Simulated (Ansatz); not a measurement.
# Ir: the cost of one run

Method: DFT PBE, scalar-relativistic, in Ansatz 0.2.0.

**1. Starting point**

Symmetry: Fm-3m, No. 225, cubic system. Conventional cell: a = 3.839 Å, b = 3.839 Å, c = 3.839 Å, α = 90.00°, β = 90.00°, γ = 90.00°. Ir (site symmetry m-3m) is surrounded by 12 Ir at 2.71 Å.

Coordinates:

```cif
data_structure
_symmetry_space_group_name_H-M 'P 1'
_symmetry_Int_Tables_number 1
_cell_length_a 2.7149
_cell_length_b 2.7149
_cell_length_c 2.7149
_cell_angle_alpha 60.000
_cell_angle_beta 60.000
_cell_angle_gamma 60.000
_cell_volume 14.15
loop_
_atom_site_label
_atom_site_type_symbol
_atom_site_fract_x
_atom_site_fract_y
_atom_site_fract_z
_atom_site_occupancy
Ir1 Ir 0.00000 0.00000 0.00000 1
```

**2. After the deformation**

Space group Fm-3m before, R-3m after.

**3. Full-potential LAPW**

Contents of input.yaml:

```yaml
crystal:
  lattice:
    - [0.019197, 1.9292985, 1.9292985]
    - [1.9292985, 0.019197, 1.9292985]
    - [1.9292985, 1.9292985, 0.019197]
  atoms:
    - { symbol: Ir, position: [0.0, 0.0, 0.0] }
kpoints:
  mp_grid: { grid: [15, 15, 15] }
scf:
  occupations: { method: fermi_dirac, width: 0.05 }
hamiltonian:
  xc: pbe
  pseudopotentials: { kind: all_electron, lapw: { basis_error: 0.0005 } }
output:
  forces: true
  stress: true
  eigenvalues: true
```

Launch:

```sh
$ ansatz run input.yaml --threads 1 --pin off --max-ram 2048MiB --backend cpu --events-out ev --progress --plain --runs-dir out
```

Q: Estimate wall time and peak memory on 1 thread of Intel Xeon 6975P-C (Granite Rapids), shared host.

About 22 s, with a peak of 0.67 GiB.
